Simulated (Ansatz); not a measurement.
## Bands of SnTe

```
Sn Te
1.0
     0.00000    3.15650    3.15650
     3.15650    0.00000    3.15650
     3.15650    3.15650    0.00000
Sn Te
1 1
Direct
  0.00000 0.00000 0.00000
  0.50000 0.50000 0.50000
```

Atom numbers follow the list: Sn1, Te2.

The cell is COD entry 9008726, as deposited and not checked against the literature; nothing was relaxed.

Spin–orbit coupling is left out, though it moves levels of the heavy atoms by tenths of an eV or more.

Method: Ansatz 0.2.0, DFT, PBE, all-electron LAPW, scalar-relativistic.

The runs use a Γ-centred 11×11×11 k mesh, Fermi–Dirac smearing of 0.08 eV, basis error target 0.25 meV/atom, no spin polarisation.

Points in fractions of the reciprocal vectors of this cell: Γ (0, 0, 0), X (0.5, 0, 0.5), U (0.625, 0.25, 0.625), K (0.375, 0.375, 0.75), L (0.5, 0.5, 0.5), W (0.5, 0.25, 0.75). The path joins them by straight lines in the order Γ–X–U–K–Γ–L–W–X; legs that retrace an earlier one aren't tabulated. Energies are in eV from the top of the valence band.

Q: Metal or insulator at this level of theory?

A: An insulator or semiconductor: gap 0.08 eV, direct at L (0.5, 0.5, 0.5) (so small a gap may close at points that the mesh and path miss).

Q: Tabulate bands 19 to 26, counted from the lowest band of the run, along the path.

A: 
| k (1/Å) | point | band 19 | band 20 | band 21 | band 22 | band 23 | band 24 | band 25 | band 26 |
| --- | --- | --- | --- | --- | --- | --- | --- | --- | --- |
| 0.00 | Γ | -12.78 | -4.72 | -2.15 | -2.15 | -2.15 | 3.32 | 3.32 | 3.32 |
| 0.14 |  | -12.73 | -5.03 | -2.25 | -2.25 | -1.69 | 2.45 | 3.33 | 3.33 |
| 0.28 |  | -12.56 | -5.62 | -2.53 | -2.53 | -0.86 | 1.11 | 3.44 | 3.44 |
| 0.43 |  | -12.29 | -6.15 | -2.88 | -2.88 | -1.36 | 1.34 | 3.25 | 3.68 |
| 0.57 |  | -11.96 | -6.53 | -3.22 | -3.22 | -2.74 | 2.75 | 2.79 | 4.03 |
| 0.71 |  | -11.61 | -6.70 | -4.03 | -3.50 | -3.50 | 2.46 | 4.32 | 4.42 |
| 0.85 |  | -11.33 | -6.63 | -5.06 | -3.67 | -3.67 | 2.25 | 4.75 | 4.75 |
| 1.00 | X | -11.22 | -6.48 | -5.56 | -3.74 | -3.74 | 2.19 | 4.88 | 4.88 |
| 1.05 |  | -11.22 | -6.51 | -5.55 | -3.72 | -3.70 | 2.22 | 4.82 | 4.84 |
| 1.10 |  | -11.21 | -6.60 | -5.52 | -3.69 | -3.62 | 2.32 | 4.64 | 4.73 |
| 1.15 |  | -11.21 | -6.74 | -5.48 | -3.64 | -3.48 | 2.48 | 4.38 | 4.56 |
| 1.20 |  | -11.20 | -6.91 | -5.43 | -3.57 | -3.32 | 2.69 | 4.07 | 4.35 |
| 1.25 |  | -11.19 | -7.08 | -5.35 | -3.48 | -3.13 | 2.92 | 3.72 | 4.15 |
| 1.30 |  | -11.18 | -7.26 | -5.26 | -3.37 | -2.93 | 3.09 | 3.36 | 4.05 |
| 1.35 | U | -11.18 | -7.42 | -5.16 | -3.24 | -2.72 | 3.00 | 3.06 | 4.19 |
| 1.43 |  | -11.19 | -7.49 | -5.06 | -3.50 | -2.24 | 2.27 | 3.42 | 4.48 |
| 1.52 |  | -11.19 | -7.55 | -4.88 | -3.90 | -1.57 | 1.48 | 3.81 | 4.92 |
| 1.61 |  | -11.20 | -7.58 | -4.63 | -4.27 | -0.99 | 0.84 | 4.20 | 4.69 |
| 1.70 |  | -11.20 | -7.58 | -4.63 | -4.27 | -0.99 | 0.84 | 4.20 | 4.69 |
| 1.78 |  | -11.19 | -7.55 | -4.88 | -3.90 | -1.57 | 1.48 | 3.81 | 4.92 |
| 1.87 |  | -11.19 | -7.49 | -5.06 | -3.50 | -2.24 | 2.27 | 3.42 | 4.48 |
| 1.96 | K | -11.18 | -7.42 | -5.16 | -3.24 | -2.72 | 3.00 | 3.06 | 4.19 |
| 2.11 |  | -11.27 | -7.73 | -4.77 | -2.76 | -2.03 | 1.96 | 2.29 | 4.90 |
| 2.26 |  | -11.52 | -7.67 | -4.27 | -2.19 | -1.28 | 1.12 | 1.42 | 4.29 |
| 2.41 |  | -11.88 | -7.27 | -3.70 | -1.72 | -0.51 | 0.68 | 0.68 | 3.80 |
| 2.56 |  | -12.24 | -6.62 | -3.12 | -1.65 | -0.47 | 0.83 | 0.96 | 3.48 |
| 2.71 |  | -12.53 | -5.84 | -2.62 | -1.87 | -1.14 | 1.80 | 1.81 | 3.34 |
| 2.86 |  | -12.72 | -5.09 | -2.27 | -2.07 | -1.81 | 2.79 | 2.81 | 3.32 |
| 3.01 | Γ | -12.78 | -4.72 | -2.15 | -2.15 | -2.15 | 3.32 | 3.32 | 3.32 |
| 3.14 |  | -12.74 | -4.98 | -2.14 | -2.14 | -1.96 | 3.07 | 3.07 | 3.08 |
| 3.26 |  | -12.61 | -5.58 | -2.12 | -2.12 | -1.55 | 2.50 | 2.50 | 2.53 |
| 3.38 |  | -12.41 | -6.31 | -2.07 | -2.07 | -1.15 | 1.86 | 1.86 | 1.92 |
| 3.50 |  | -12.15 | -7.04 | -2.01 | -2.01 | -0.81 | 1.28 | 1.28 | 1.34 |
| 3.63 |  | -11.86 | -7.68 | -1.92 | -1.92 | -0.53 | 0.80 | 0.80 | 0.83 |
| 3.75 |  | -11.62 | -8.15 | -1.85 | -1.85 | -0.26 | 0.40 | 0.48 | 0.48 |
| 3.87 | L | -11.52 | -8.32 | -1.81 | -1.81 | 0.00 | 0.08 | 0.36 | 0.36 |
| 3.97 |  | -11.50 | -8.29 | -2.17 | -1.95 | -0.51 | 0.19 | 0.62 | 1.14 |
| 4.08 |  | -11.45 | -8.20 | -2.82 | -2.40 | -0.87 | 0.32 | 1.43 | 2.12 |
| 4.18 |  | -11.38 | -8.04 | -3.47 | -3.04 | -0.96 | 0.43 | 2.40 | 3.09 |
| 4.28 |  | -11.29 | -7.85 | -4.03 | -3.70 | -0.94 | 0.56 | 3.38 | 3.96 |
| 4.38 |  | -11.21 | -7.63 | -4.45 | -4.26 | -0.90 | 0.70 | 4.18 | 4.52 |
| 4.48 |  | -11.16 | -7.45 | -4.72 | -4.66 | -0.86 | 0.80 | 4.56 | 4.62 |
| 4.58 | W | -11.13 | -7.37 | -4.81 | -4.81 | -0.84 | 0.83 | 4.61 | 4.61 |
| 4.65 |  | -11.14 | -7.33 | -5.00 | -4.61 | -1.13 | 1.16 | 4.11 | 5.07 |
| 4.72 |  | -11.15 | -7.24 | -5.16 | -4.41 | -1.70 | 1.84 | 3.61 | 5.43 |
| 4.79 |  | -11.17 | -7.09 | -5.30 | -4.20 | -2.29 | 2.61 | 3.15 | 5.23 |
| 4.86 |  | -11.19 | -6.90 | -5.41 | -4.02 | -2.84 | 2.75 | 3.39 | 5.07 |
| 4.93 |  | -11.21 | -6.70 | -5.49 | -3.87 | -3.30 | 2.45 | 4.11 | 4.97 |
| 5.00 |  | -11.22 | -6.54 | -5.54 | -3.77 | -3.62 | 2.25 | 4.66 | 4.90 |
| 5.08 | X | -11.22 | -6.48 | -5.56 | -3.74 | -3.74 | 2.19 | 4.88 | 4.88 |

Kohn–Sham gaps of semilocal functionals usually fall short of measured ones.
